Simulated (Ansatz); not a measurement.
Relaxed bulk C:

```cif
data_structure
_symmetry_space_group_name_H-M 'Fmmm'
_symmetry_Int_Tables_number 69
_cell_length_a 2.4589
_cell_length_b 4.2588
_cell_length_c 7.3826
_cell_angle_alpha 90.000
_cell_angle_beta 90.000
_cell_angle_gamma 90.000
_cell_volume 77.31
loop_
_atom_site_label
_atom_site_type_symbol
_atom_site_symmetry_multiplicity
_atom_site_Wyckoff_symbol
_atom_site_fract_x
_atom_site_fract_y
_atom_site_fract_z
_atom_site_occupancy
C1 C 8 h 0.50000 0.66670 0.00000 1
```

Miller indices refer to the conventional cell of Fmmm (No. 69), a = 2.459 Å, b = 4.259 Å, c = 7.383 Å, α = 90.00°, β = 90.00°, γ = 90.00°. The bulk's gap is 0.00 eV.

Consider the (011) slab of 14 planes, 11.7 Å thick with 15 Å of vacuum as cut; outer planes C (top) and C (bottom), all atoms relaxed.

All numbers below come from DFT PBEsol, scalar-relativistic, plane waves, PAW (Ansatz). Plane waves to 420 eV, a k mesh through Γ of 11×6×1 on the computed 14-atom cell and Gaussian smearing (0.05 eV); no spin polarisation. A dipole correction removes the field between periodic images along c.

The slab's middle planes relax by over 3 % too, so it holds no bulk-like region. Relaxation also shears the slab as a whole, so part of the moves and of the energy gained belongs to the bulk, not to the surface.

Q: Predict the surface energy (mean of both faces).

A: 5.20 J/m².

Q: Give the gap of the slab on the mesh.

A: None (metal or semimetal).

Q: Predict the work function.

A: 5.80 eV.

Q: The top two planes lie 0.615 Å apart in the bulk. How does relaxation change this?

A: The spacing becomes 0.476 Å (-22.6 %).

The smearing is narrow for a metal on this mesh.

The reference crystal is a form of C, which isn't its usual structure.